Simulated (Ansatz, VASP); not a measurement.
**MgB, level by level in two programs**

```
Mg B
1.0
     2.93325    0.00000    0.00000
     0.00000    2.93325    0.00000
     0.00000    0.00000    2.93325
Mg B
1 1
Cartesian
  0.0000 0.0000 0.0000
  1.4666 1.4666 1.4666
```

Change from the starting cell: volume scaled by 1.04.

Single points on this cell with VASP 6.6.1 and Ansatz 0.2.0. Each row is one pair of runs. Alike in all rows: spin: off; k mesh: 9 × 9 × 9; smearing: fermi-dirac, width 0.05 eV; VASP's potentials, cutoff: VASP PAW PBE potentials, release 64 (Mg, B), 520 eV.

```csv
level,"Ansatz's potentials, cutoff","gap on the k mesh at the Fermi level (eV), VASP","gap on the k mesh at the Fermi level (eV), Ansatz","pressure (GPa), VASP","pressure (GPa), Ansatz"
PBE,"Ansatz PAW, 420 eV",none,none,-3.1,-2.9
PBE,"Ansatz PAW earlier set, 760 eV",none,none,-3.1,-2.9
PBE,"JTH PAW, 900 eV",none,?,-3.1,?
PBE,"SPMS NC, 789 eV",none,none,-3.1,-2.8
PBE,"PseudoDojo standard (PBE files), 1143 eV",none,none,-3.1,-2.7
PBE,"PseudoDojo stringent (PBE files), 1143 eV",none,none,-3.1,-2.7
PBE,"Ansatz NC, 1143 eV",none,none,-3.1,-2.8
```

Fill in what Ansatz gave in row 3.

gap on the k mesh at the Fermi level (eV): none; pressure (GPa): -2.8.

A gap of «none» marks a metal or a gap that the smearing closes.
